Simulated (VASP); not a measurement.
Crystal: W.

```
CELL_PARAMETERS angstrom
-1.58234 1.58234 1.58234
1.58234 -1.58234 1.58234
1.58234 1.58234 -1.58234
ATOMIC_POSITIONS crystal
W 0.00000 0.00000 0.00000
```

- Program: VASP 6.6.1
- Task: relaxation of cell and atoms
- Functional: BLYP
- Potentials or basis: VASP PAW PBE potentials, release 64 (W_sv)
- Cutoff: 600 eV
- k mesh: 12 × 12 × 12
- Occupations: fermi-dirac, width 0.05 eV
- Spin: no spin polarisation

At the start: pressure 17.4 GPa; volume 15.85 Å³/atom.

Problem. Where does the relaxation end?

Solution. Over 16 steps the energy falls by 47.9 meV/atom and the volume is 16.77 Å³/atom (+5.8 %); space group Im-3m (No. 229, to 0.05 Å).

The path:
| step | energy change (eV) | largest force (eV/Å) | pressure (GPa) | volume (Å³) |
| --- | --- | --- | --- | --- |
| 1 | 0.0000 | 0.0000 | 17.42 | 15.85 |
| 2 | 0.3657 | 0.0000 | -33.47 | 20.14 |
| 3 | -0.0476 | 0.0000 | -1.20 | 16.85 |
| 4 | -0.0479 | 0.0000 | -0.11 | 16.78 |
| 5 | -0.0479 | 0.0000 | 0.21 | 16.76 |
| 6 | -0.0479 | 0.0000 | 0.25 | 16.76 |
| 7 | -0.0479 | 0.0000 | 0.20 | 16.76 |
| 8 | -0.0479 | 0.0000 | 0.18 | 16.76 |
| 9 | -0.0479 | 0.0000 | 0.18 | 16.76 |
| 10 | -0.0479 | 0.0000 | 0.18 | 16.76 |
| 11 | -0.0479 | 0.0000 | 0.19 | 16.76 |
| 12 | -0.0479 | 0.0000 | 0.19 | 16.76 |
| 13 | -0.0479 | 0.0000 | 0.20 | 16.76 |
| 14 | -0.0479 | 0.0000 | 0.22 | 16.76 |
| 15 | -0.0479 | 0.0000 | 0.13 | 16.77 |
| 16 | -0.0479 | 0.0000 | 0.03 | 16.77 |

Final structure:
```xyz
1
Lattice="-1.6125 1.6125 1.6125 1.6125 -1.6125 1.6125 1.6125 1.6125 -1.6125" Properties=species:S:1:pos:R:3 pbc="T T T"
W     0.0000    0.0000    0.0000
```

Caveat: the PAW data sets were made with another functional, which shifts forces and pressure a little.
